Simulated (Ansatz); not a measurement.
## Stability checks on a candidate for Cu5Ni

The structure comes from a generated guess, relaxed at this level; another structure or a mixture of phases may lie lower.

All numbers below come from Ansatz 0.2.0, DFT PBE, scalar-relativistic, plane waves, PAW. Settings of the last relaxation (6-atom cell): 420 eV, 18×18×4 k points, Gaussian smearing of 0.10 eV, no spin polarisation.

```cif
data_structure
_symmetry_space_group_name_H-M 'P-3m1'
_symmetry_Int_Tables_number 164
_cell_length_a 2.5497
_cell_length_b 2.5497
_cell_length_c 12.4957
_cell_angle_alpha 90.000
_cell_angle_beta 90.000
_cell_angle_gamma 120.000
_cell_volume 70.35
loop_
_atom_site_label
_atom_site_type_symbol
_atom_site_symmetry_multiplicity
_atom_site_Wyckoff_symbol
_atom_site_fract_x
_atom_site_fract_y
_atom_site_fract_z
_atom_site_occupancy
Cu1 Cu 2 d 0.33333 0.66667 0.83621 1
Cu2 Cu 2 d 0.66667 0.33333 0.66809 1
Cu3 Cu 1 b 0.00000 0.00000 0.50000 1
Ni1 Ni 1 a 0.00000 0.00000 0.00000 1
```

Formation energies are uncorrected and refer to the elements' standard structures at the same level.

Task: These tests were run: energy against the elements; random kick, then relaxation without symmetry; phonons at Γ. What do they show?

Result:

| test | result |
| --- | --- |
| energy against the elements | 0.00 eV/atom |
| random kick, then relaxation without symmetry | returns |
| phonons at Γ | lowest optical mode 58 cm⁻¹ |

It fails none of these tests outright. Whether a mixture of other phases lies lower isn't tested here. Phonons away from Γ weren't computed. Undecided: energy against the elements (too near zero for this accuracy).

For metals, differences of a few meV/atom aren't resolved. Trial moments died out on the coarse mesh, so the last step has no spin; another magnetic start might hold. The kick test ran on a coarse mesh. The run for the phonons used an 18×18×4 k mesh and Fermi–Dirac smearing of 0.15 eV.
